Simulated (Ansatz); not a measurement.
Crystal: NaCl.

```
Cl Na
1.0
     0.00000    2.79406    2.79406
     2.79406    0.00000    2.79406
     2.79406    2.79406    0.00000
Cl Na
1 1
Direct
  0.50000 0.50000 0.50000
  0.00000 0.00000 0.00000
```

The cell is a database's computed one.

| Item | Value |
| --- | --- |
| Program | Ansatz 0.2.0 |
| Task | relaxation of cell and atoms |
| Functional | revPBE |
| Dispersion | D4 |
| Potentials or basis | all-electron LAPW, scalar-relativistic |
| Basis error allowed | 0.001 eV/atom |
| k mesh | 8 × 8 × 8 |
| Occupations | fermi-dirac, width 0.05 eV |
| Spin | no spin polarisation |

At the start: volume 21.81 Å³/atom.

How do energy, volume and symmetry change on relaxing?

Over 5 steps the energy falls by 6.4 meV/atom and the volume is 23.20 Å³/atom (+6.4 %); space group Fm-3m (No. 225, to 0.05 Å).

Step by step:
```
step  energy change (eV)  largest force (eV/Å)  volume (Å³)
   1              0.0000                0.0000        43.63
   2             -0.0112                0.0000        45.36
   3             -0.0129                0.0000        46.29
   4             -0.0129                0.0000        46.40
   5             -0.0129                0.0000        46.40
```

Final structure:
```
Cl Na
1.0
     0.00000    2.85200    2.85200
     2.85200    0.00000    2.85200
     2.85200    2.85200    0.00000
Cl Na
1 1
Cartesian
  2.8520 2.8520 2.8520
  0.0000 0.0000 0.0000
```
